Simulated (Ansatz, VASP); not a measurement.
**One calculation of NaI, two programs**

```
CELL_PARAMETERS angstrom
0.00000 3.29431 3.29431
3.29431 0.00000 3.29431
3.29431 3.29431 0.00000
ATOMIC_POSITIONS crystal
Na 0.00000 0.00000 0.00000
I 0.50000 0.50000 0.50000
```

Change from the starting cell: hydrostatic strain +2.0%.

Alike in both runs: task single point; functional PBE; k mesh 8 × 8 × 8; occupations fermi-dirac, width 0.02 eV; no spin polarisation.

|  | VASP | Ansatz |
| --- | --- | --- |
| version | VASP 6.6.1 | Ansatz 0.2.0 |
| potentials or method | VASP PAW PBE potentials, release 64 (Na_pv, I) | plane waves, PAW |
| plane-wave cutoff (eV) | 520 | 420 |
| valence electrons in the cell | 14 | 26 |

```tsv
	VASP	Ansatz	Ansatz less VASP
gap on the k mesh at the Fermi level (eV)	3.51	3.51	+0.003
pressure (GPa)	-0.4	-0.4	-0.01
```

The two sets of potentials don't hold the same shells in valence.

Caveats: spin-orbit coupling is left out, which moves the levels of the heavy elements. A k mesh can miss the band edges.
